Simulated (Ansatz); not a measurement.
## C started in the widest void in diamond, 129 atoms, charge 0

All numbers come from Ansatz (PAW, plane waves, no spin–orbit coupling) at the single k point (¼, ¼, ¼) without its symmetry partners. The atoms were relaxed with PBEsol in a fixed cell; other functionals are single points on those atoms unless said otherwise. The valence top and gap of the host come from its small cell on a dense mesh, with the band extrema sought between the mesh points, lined up by the mean potential, PBEsol gap 4.03 eV, HSE06 gap 5.31 eV.

Relaxed structure:

```cif
data_structure
_symmetry_space_group_name_H-M 'P 1'
_symmetry_Int_Tables_number 1
_cell_length_a 10.0517
_cell_length_b 10.0517
_cell_length_c 10.0517
_cell_angle_alpha 60.000
_cell_angle_beta 60.000
_cell_angle_gamma 60.000
_cell_volume 718.12
loop_
_atom_site_label
_atom_site_type_symbol
_atom_site_fract_x
_atom_site_fract_y
_atom_site_fract_z
_atom_site_occupancy
C1 C 0.99932 0.00066 0.00006 1
C2 C 0.50023 0.99465 0.00458 1
C3 C 0.00089 0.49976 0.99825 1
C4 C 0.00257 0.99823 0.50029 1
C5 C 0.24907 0.25088 0.24806 1
C6 C 0.49914 0.50071 0.99688 1
C7 C 0.49813 0.00197 0.49993 1
C8 C 0.74541 0.25186 0.25415 1
C9 C 0.99778 0.50193 0.49866 1
C10 C 0.24763 0.75278 0.24769 1
C11 C 0.24879 0.25008 0.74820 1
C12 C 0.49215 0.52261 0.47636 1
C13 C 0.74950 0.75089 0.24942 1
C14 C 0.75403 0.24837 0.75287 1
C15 C 0.25085 0.74923 0.74819 1
C16 C 0.74938 0.75079 0.74945 1
C17 C 0.06115 0.06381 0.06262 1
C18 C 0.56283 0.06110 0.06409 1
C19 C 0.06285 0.56260 0.06094 1
C20 C 0.06444 0.06216 0.56256 1
C21 C 0.30960 0.31423 0.31055 1
C22 C 0.56100 0.56480 0.05825 1
C23 C 0.55776 0.06904 0.56266 1
C24 C 0.80964 0.31402 0.31734 1
C25 C 0.05835 0.56628 0.56076 1
C26 C 0.31071 0.81585 0.30940 1
C27 C 0.31761 0.30922 0.80900 1
C28 C 0.56265 0.56078 0.55774 1
C29 C 0.81117 0.81424 0.31220 1
C30 C 0.81338 0.31240 0.81454 1
C31 C 0.31239 0.81256 0.81098 1
C32 C 0.81488 0.80978 0.81319 1
C33 C 0.99784 0.00224 0.25000 1
C34 C 0.25066 0.24953 0.99812 1
C35 C 0.49950 0.00042 0.25021 1
C36 C 0.74931 0.25053 0.00162 1
C37 C 0.99949 0.50093 0.24847 1
C38 C 0.24925 0.75073 0.99826 1
C39 C 0.00138 0.99906 0.75017 1
C40 C 0.24319 0.25167 0.49880 1
C41 C 0.49692 0.50535 0.24313 1
C42 C 0.75056 0.74918 0.99992 1
C43 C 0.49872 0.00029 0.75109 1
C44 C 0.77124 0.24376 0.50721 1
C45 C 0.99936 0.50080 0.74870 1
C46 C 0.24674 0.75410 0.49708 1
C47 C 0.50049 0.49679 0.74691 1
C48 C 0.74835 0.75225 0.49940 1
C49 C 0.06134 0.06391 0.31250 1
C50 C 0.31279 0.31244 0.06096 1
C51 C 0.56101 0.06415 0.31234 1
C52 C 0.81054 0.31383 0.06470 1
C53 C 0.06081 0.56431 0.31102 1
C54 C 0.31123 0.81402 0.06064 1
C55 C 0.06260 0.06264 0.81268 1
C56 C 0.29805 0.31603 0.56017 1
C57 C 0.56035 0.57564 0.29808 1
C58 C 0.81288 0.81225 0.06242 1
C59 C 0.56491 0.04950 0.82401 1
C60 C 0.82438 0.31170 0.56439 1
C61 C 0.06495 0.56109 0.81030 1
C62 C 0.31253 0.81271 0.56078 1
C63 C 0.56245 0.56199 0.80952 1
C64 C 0.80966 0.81633 0.56224 1
C65 C 0.99846 0.25102 0.00065 1
C66 C 0.24836 0.00192 0.24869 1
C67 C 0.50053 0.24874 0.00225 1
C68 C 0.74843 0.00161 0.25065 1
C69 C 0.00026 0.74988 0.99911 1
C70 C 0.00488 0.25044 0.50000 1
C71 C 0.24788 0.50182 0.24742 1
C72 C 0.49886 0.75152 0.99761 1
C73 C 0.24960 0.00007 0.74933 1
C74 C 0.47599 0.25858 0.49333 1
C75 C 0.74835 0.50264 0.24883 1
C76 C 0.75327 0.99464 0.75368 1
C77 C 0.99700 0.75331 0.49893 1
C78 C 0.25434 0.49867 0.74496 1
C79 C 0.50014 0.74993 0.49791 1
C80 C 0.74967 0.50030 0.74917 1
C81 C 0.06246 0.31281 0.06211 1
C82 C 0.31193 0.06330 0.31163 1
C83 C 0.56166 0.31308 0.06194 1
C84 C 0.80997 0.06519 0.31367 1
C85 C 0.06189 0.81329 0.06168 1
C86 C 0.06150 0.31365 0.56201 1
C87 C 0.30919 0.56598 0.30905 1
C88 C 0.56230 0.81293 0.06134 1
C89 C 0.31151 0.06292 0.81208 1
C90 C 0.60699 0.26860 0.60643 1
C91 C 0.81222 0.56363 0.31137 1
C92 C 0.81456 0.06067 0.81433 1
C93 C 0.06219 0.81368 0.56137 1
C94 C 0.31382 0.56137 0.80971 1
C95 C 0.56138 0.81383 0.56119 1
C96 C 0.81190 0.56330 0.81170 1
C97 C 0.24867 0.00102 0.99928 1
C98 C 0.75040 0.99931 0.00114 1
C99 C 0.99858 0.25154 0.25028 1
C100 C 0.25024 0.49982 0.99755 1
C101 C 0.25051 0.99974 0.49924 1
C102 C 0.49732 0.25188 0.24689 1
C103 C 0.74892 0.50105 0.99920 1
C104 C 0.74718 0.00574 0.50036 1
C105 C 0.99845 0.75168 0.24905 1
C106 C 0.00011 0.25028 0.75030 1
C107 C 0.24317 0.50465 0.49673 1
C108 C 0.49893 0.75625 0.24307 1
C109 C 0.50742 0.22766 0.77022 1
C110 C 0.75129 0.49968 0.49851 1
C111 C 0.00188 0.74848 0.74903 1
C112 C 0.49961 0.74990 0.74816 1
C113 C 0.31222 0.06223 0.06219 1
C114 C 0.81196 0.06312 0.06346 1
C115 C 0.06255 0.31354 0.31192 1
C116 C 0.31171 0.56338 0.06001 1
C117 C 0.31076 0.06360 0.56190 1
C118 C 0.55652 0.31651 0.30724 1
C119 C 0.81312 0.56234 0.06159 1
C120 C 0.81921 0.05851 0.56477 1
C121 C 0.06022 0.81507 0.31150 1
C122 C 0.06166 0.31320 0.81291 1
C123 C 0.30706 0.57070 0.55604 1
C124 C 0.56210 0.81388 0.31066 1
C125 C 0.56511 0.30815 0.81828 1
C126 C 0.81095 0.56446 0.56157 1
C127 C 0.06368 0.81165 0.81175 1
C128 C 0.56179 0.81313 0.81079 1
C129 C 0.51670 0.35845 0.51686 1
```

Chemical potentials μ are those of reference phases of the elements at zero temperature by the same functional (the usual solids, diamond for C, grey Sn, and the molecules H2, N2, O2, F2, Cl2, Br2 and S8).

| functional | E(defect) − E(host) − Σ nμ + q·E_VBM (eV) | monopole (eV) | alignment (eV) | formation energy at E_F = VBM (eV) | moment (μB) | wall time, shared host |
| --- | --- | --- | --- | --- | --- | --- |
| PBEsol | 11.58 | 0.00 | 0.00 | 11.58 | 0 (no spin) | 31 s on NVIDIA GB300 (relaxation) |

**Question.** Estimate the formation energy and moment that HSE06 gives on these atoms.

**Answer.** 12.15 eV at E_F = VBM, moment 0 (no spin).

HSE06 one-electron levels near the gap (the ten most localised at most), from the host's valence top:

| level (eV) | spin | filling | atoms sharing it | element of the atom with most weight |
| --- | --- | --- | --- | --- |
| -0.25 | both | 2.00 | 126.2 | spread |
| -0.15 | both | 2.00 | 127.6 | spread |
| 1.78 | both | 2.00 | 6.4 | C |
| 3.70 | both | 0.00 | 7.4 | C |

One k point and a cell of this size can leave errors of several tenths of an eV in such numbers.
